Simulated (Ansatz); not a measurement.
Band table of InSe

```
In Se
1.0
     5.80922   -2.03445    0.00000
     5.80922    2.03445    0.00000
    -1.58342    0.00000    4.32366
In Se
2 2
Direct
  0.88400 0.88400 0.00500
  0.11600 0.11600 0.99500
  0.66000 0.66000 0.64200
  0.34000 0.34000 0.35800
```

Atoms are numbered in the order listed.

The cell comes from COD entry 1540841, which wasn't checked; take it as a given geometry. The listed cell was then made from it by scaling, straining or moving an atom.

No spin–orbit coupling, which matters for the heavy atoms here.

All numbers below come from DFT, PBEsol, all-electron LAPW, scalar-relativistic (Ansatz 0.2.0).

Sampling and basis: a Γ-centred 7×7×6 k mesh, Fermi–Dirac smearing of 0.02 eV, basis error target 0.5 meV/atom, no spin polarisation.

Path points, in fractions of the reciprocal vectors: Γ (0.000, 0.000, 0.000), C (-0.285, 0.285, 0.000), C2 (-0.715, -0.285, 0.000), Y2 (-0.500, -0.500, 0.000), M2 (-0.500, -0.500, 0.500), D (-0.745, -0.255, 0.500), D2 (-0.255, 0.255, 0.500), A (0.000, 0.000, 0.500). Levels in eV from the valence-band top; bands 27 to 52, counted from the lowest band of the run. The gap is 0.92 eV.

```
# k(1/Å) point b27 b28 b29 b30 b31 b32 b33 b34 b35 b36 b37 b38 b39 b40 b41 b42 b43 b44 b45 b46 b47 b48 b49 b50 b51 b52
0.000 Γ -14.72 -14.67 -14.34 -14.31 -14.26 -14.26 -14.23 -14.17 -14.14 -13.98 -13.58 -11.47 -4.77 -4.20 -4.06 -2.89 -2.31 -1.86 -1.14 2.88 3.42 4.32 4.64 5.24 5.35 7.04
0.176 - -14.71 -14.67 -14.37 -14.30 -14.27 -14.25 -14.25 -14.15 -14.15 -13.98 -13.48 -11.49 -4.81 -4.29 -4.23 -2.89 -2.25 -1.76 -1.12 2.79 3.44 3.52 4.76 5.26 6.08 7.13
0.352 - -14.69 -14.68 -14.42 -14.29 -14.29 -14.26 -14.23 -14.15 -14.14 -13.96 -13.22 -11.54 -5.18 -4.76 -4.08 -2.77 -2.05 -1.61 -0.99 2.19 2.44 3.23 5.52 5.82 6.40 7.07
0.528 - -14.70 -14.66 -14.46 -14.31 -14.30 -14.26 -14.21 -14.16 -14.14 -13.94 -12.86 -11.68 -5.82 -5.12 -3.66 -2.47 -1.76 -1.57 -0.88 1.29 2.03 3.07 5.26 5.33 6.09 7.81
0.704 - -14.73 -14.62 -14.47 -14.32 -14.32 -14.25 -14.20 -14.16 -14.15 -13.93 -12.47 -11.95 -6.39 -5.17 -3.12 -2.06 -1.89 -1.38 -1.20 1.33 2.00 3.14 4.37 4.59 5.25 7.14
0.879 C -14.75 -14.58 -14.47 -14.34 -14.33 -14.25 -14.20 -14.16 -14.15 -13.92 -12.31 -12.15 -6.70 -4.90 -2.67 -2.33 -1.82 -1.38 -1.20 2.09 2.47 3.44 3.57 4.05 4.52 6.55
1.002 - -14.74 -14.61 -14.45 -14.37 -14.30 -14.25 -14.20 -14.17 -14.13 -13.93 -12.31 -12.13 -6.60 -5.10 -2.64 -2.19 -1.83 -1.44 -1.27 1.71 2.43 3.25 3.41 4.23 5.05 6.93
1.125 - -14.72 -14.64 -14.43 -14.40 -14.28 -14.26 -14.20 -14.17 -14.11 -13.94 -12.35 -12.07 -6.46 -5.36 -2.50 -2.11 -1.79 -1.56 -1.30 1.41 2.44 3.03 3.27 4.22 5.76 7.47
1.248 - -14.72 -14.64 -14.43 -14.40 -14.28 -14.26 -14.20 -14.17 -14.11 -13.94 -12.35 -12.07 -6.46 -5.36 -2.50 -2.11 -1.79 -1.56 -1.30 1.41 2.44 3.03 3.27 4.22 5.76 7.47
1.371 - -14.74 -14.61 -14.45 -14.37 -14.30 -14.25 -14.20 -14.17 -14.13 -13.93 -12.31 -12.13 -6.60 -5.10 -2.64 -2.19 -1.83 -1.44 -1.27 1.71 2.43 3.25 3.41 4.23 5.05 6.93
1.494 C2 -14.75 -14.58 -14.47 -14.34 -14.33 -14.25 -14.20 -14.16 -14.15 -13.92 -12.31 -12.15 -6.70 -4.90 -2.67 -2.33 -1.82 -1.38 -1.20 2.09 2.47 3.44 3.57 4.05 4.52 6.55
1.627 - -14.76 -14.54 -14.46 -14.35 -14.33 -14.25 -14.21 -14.17 -14.14 -13.93 -12.61 -12.00 -6.73 -4.55 -2.71 -2.65 -1.66 -1.16 -1.12 2.76 2.84 3.20 3.70 4.04 4.26 6.35
1.760 - -14.77 -14.50 -14.45 -14.36 -14.32 -14.24 -14.22 -14.19 -14.11 -13.94 -12.89 -11.93 -6.61 -4.22 -2.85 -2.84 -1.42 -1.12 -0.83 2.25 3.30 3.55 3.97 4.40 4.53 6.23
1.893 - -14.78 -14.47 -14.44 -14.37 -14.30 -14.24 -14.23 -14.20 -14.08 -13.95 -13.13 -11.92 -6.43 -4.05 -2.88 -2.83 -1.29 -1.00 -0.59 1.75 3.06 3.57 4.44 4.91 5.19 6.22
2.026 - -14.78 -14.45 -14.44 -14.38 -14.28 -14.24 -14.23 -14.21 -14.05 -13.96 -13.29 -11.93 -6.30 -4.03 -2.80 -2.72 -1.27 -0.76 -0.44 1.31 2.90 3.17 4.41 5.43 6.17 6.66
2.159 Y2 -14.79 -14.44 -14.43 -14.38 -14.27 -14.25 -14.23 -14.21 -14.03 -13.96 -13.35 -11.93 -6.25 -4.04 -2.74 -2.68 -1.27 -0.61 -0.39 1.10 2.84 2.96 4.36 5.68 6.66 6.73
2.274 - -14.78 -14.48 -14.43 -14.35 -14.27 -14.25 -14.22 -14.21 -14.04 -13.97 -13.39 -11.88 -6.18 -4.04 -2.81 -2.71 -1.29 -0.65 -0.60 0.92 2.98 3.47 4.38 5.52 6.47 6.79
2.389 - -14.77 -14.54 -14.41 -14.33 -14.27 -14.25 -14.22 -14.20 -14.07 -13.97 -13.46 -11.76 -5.97 -4.06 -3.05 -2.62 -1.51 -1.24 -0.77 1.21 3.07 4.30 4.62 5.19 6.07 6.89
2.504 - -14.75 -14.60 -14.38 -14.32 -14.26 -14.25 -14.22 -14.18 -14.10 -13.98 -13.53 -11.62 -5.62 -4.12 -3.24 -2.49 -2.30 -1.56 -0.93 1.88 3.19 4.41 4.90 5.16 5.78 6.97
2.620 - -14.73 -14.65 -14.35 -14.31 -14.26 -14.26 -14.23 -14.17 -14.13 -13.98 -13.57 -11.51 -5.14 -4.21 -3.59 -2.82 -2.37 -1.77 -1.08 2.57 3.32 4.42 4.71 5.09 5.65 7.02
2.735 Γ -14.72 -14.67 -14.34 -14.31 -14.26 -14.26 -14.23 -14.17 -14.14 -13.98 -13.58 -11.47 -4.77 -4.20 -4.06 -2.89 -2.31 -1.86 -1.14 2.88 3.42 4.32 4.64 5.24 5.35 7.04
2.886 - -14.73 -14.65 -14.35 -14.31 -14.26 -14.26 -14.23 -14.17 -14.13 -13.98 -13.54 -11.52 -4.91 -4.53 -4.06 -2.64 -2.28 -1.43 -1.10 2.59 3.39 3.99 4.36 5.43 6.01 7.19
3.037 - -14.75 -14.61 -14.38 -14.32 -14.27 -14.25 -14.22 -14.19 -14.10 -13.98 -13.40 -11.63 -5.47 -4.91 -3.88 -2.18 -2.11 -1.03 -0.61 1.85 3.24 3.88 4.03 5.75 7.01 7.11
3.189 - -14.77 -14.56 -14.41 -14.35 -14.28 -14.25 -14.22 -14.20 -14.07 -13.98 -13.20 -11.80 -6.06 -5.27 -3.40 -2.00 -1.63 -1.03 -0.01 1.35 3.00 3.62 4.24 5.99 6.26 7.36
3.340 - -14.77 -14.50 -14.43 -14.39 -14.29 -14.24 -14.21 -14.21 -14.04 -13.97 -12.99 -11.98 -6.46 -5.52 -2.80 -1.74 -1.36 -1.18 -0.33 1.90 2.81 3.70 3.93 5.44 6.09 7.32
3.491 M2 -14.77 -14.45 -14.44 -14.44 -14.29 -14.24 -14.21 -14.21 -14.04 -13.97 -12.89 -12.07 -6.60 -5.60 -2.42 -1.46 -1.43 -1.40 -0.55 2.37 3.04 3.24 3.88 4.99 6.09 7.49
3.643 - -14.77 -14.47 -14.46 -14.42 -14.31 -14.24 -14.22 -14.20 -14.05 -13.96 -12.81 -12.04 -6.52 -5.55 -2.79 -2.15 -1.36 -1.30 -0.27 2.22 3.03 3.17 4.13 5.41 6.23 7.16
3.794 - -14.77 -14.51 -14.48 -14.40 -14.34 -14.23 -14.22 -14.18 -14.08 -13.95 -12.63 -11.96 -6.28 -5.42 -3.42 -3.16 -1.31 -1.27 -0.43 1.59 3.18 3.56 4.93 6.10 6.40 6.60
3.946 - -14.77 -14.57 -14.49 -14.38 -14.35 -14.23 -14.21 -14.17 -14.11 -13.94 -12.40 -11.87 -5.89 -5.31 -4.05 -3.87 -1.56 -1.36 -0.96 1.19 3.33 3.87 5.66 6.47 6.72 6.73
4.097 - -14.77 -14.64 -14.50 -14.36 -14.36 -14.23 -14.20 -14.15 -14.13 -13.93 -12.18 -11.81 -5.48 -5.34 -4.63 -3.93 -2.08 -1.86 -1.17 1.14 3.50 3.69 5.70 6.79 7.23 7.28
4.249 D -14.75 -14.68 -14.50 -14.36 -14.34 -14.23 -14.19 -14.15 -14.14 -13.93 -12.05 -11.83 -5.52 -5.34 -4.39 -3.87 -2.42 -2.36 -1.29 1.18 3.53 3.62 5.81 6.71 7.16 7.81
4.364 - -14.75 -14.68 -14.50 -14.39 -14.31 -14.23 -14.19 -14.15 -14.13 -13.93 -12.04 -11.84 -5.56 -5.35 -4.30 -3.71 -2.73 -2.13 -1.57 1.55 3.34 3.78 5.46 6.54 7.37 7.80
4.480 - -14.75 -14.68 -14.51 -14.41 -14.29 -14.24 -14.19 -14.16 -14.11 -13.94 -12.03 -11.86 -5.61 -5.38 -4.18 -3.41 -2.91 -2.38 -1.72 2.16 3.19 3.92 4.77 6.40 7.54 7.77
4.595 - -14.75 -14.68 -14.51 -14.41 -14.29 -14.24 -14.19 -14.16 -14.11 -13.94 -12.03 -11.86 -5.61 -5.38 -4.18 -3.41 -2.91 -2.38 -1.72 2.16 3.19 3.92 4.77 6.40 7.54 7.77
4.710 - -14.75 -14.68 -14.50 -14.39 -14.31 -14.23 -14.19 -14.15 -14.13 -13.93 -12.04 -11.84 -5.56 -5.35 -4.30 -3.71 -2.73 -2.13 -1.57 1.55 3.34 3.78 5.46 6.54 7.37 7.80
4.825 D2 -14.75 -14.68 -14.50 -14.36 -14.34 -14.23 -14.19 -14.15 -14.14 -13.93 -12.05 -11.83 -5.52 -5.34 -4.39 -3.87 -2.42 -2.36 -1.29 1.18 3.53 3.62 5.81 6.71 7.16 7.81
4.983 - -14.73 -14.72 -14.49 -14.36 -14.32 -14.23 -14.19 -14.15 -14.13 -13.93 -12.04 -11.97 -5.77 -5.09 -4.11 -3.71 -2.47 -2.22 -1.50 1.16 3.60 3.63 6.11 6.37 6.87 7.77
5.140 - -14.73 -14.70 -14.46 -14.34 -14.30 -14.25 -14.21 -14.15 -14.13 -13.94 -12.18 -12.14 -6.00 -4.81 -4.19 -3.10 -2.00 -1.78 -1.68 1.20 3.43 3.55 6.10 6.24 6.71 7.14
5.297 - -14.73 -14.69 -14.41 -14.31 -14.28 -14.26 -14.23 -14.15 -14.13 -13.96 -12.41 -12.28 -6.21 -5.04 -3.43 -2.46 -2.04 -1.46 -0.98 1.48 2.83 3.06 5.56 5.93 6.74 6.96
5.455 - -14.73 -14.68 -14.36 -14.29 -14.28 -14.25 -14.24 -14.14 -14.13 -13.98 -12.58 -12.39 -6.35 -5.24 -2.44 -2.22 -1.67 -1.39 -0.38 1.59 2.09 2.90 4.53 5.63 6.75 7.15
5.612 A -14.73 -14.68 -14.34 -14.28 -14.27 -14.26 -14.24 -14.14 -14.13 -13.98 -12.65 -12.44 -6.40 -5.31 -2.27 -1.66 -1.62 -1.17 -0.40 1.07 2.26 3.35 3.64 5.49 6.72 7.15
```
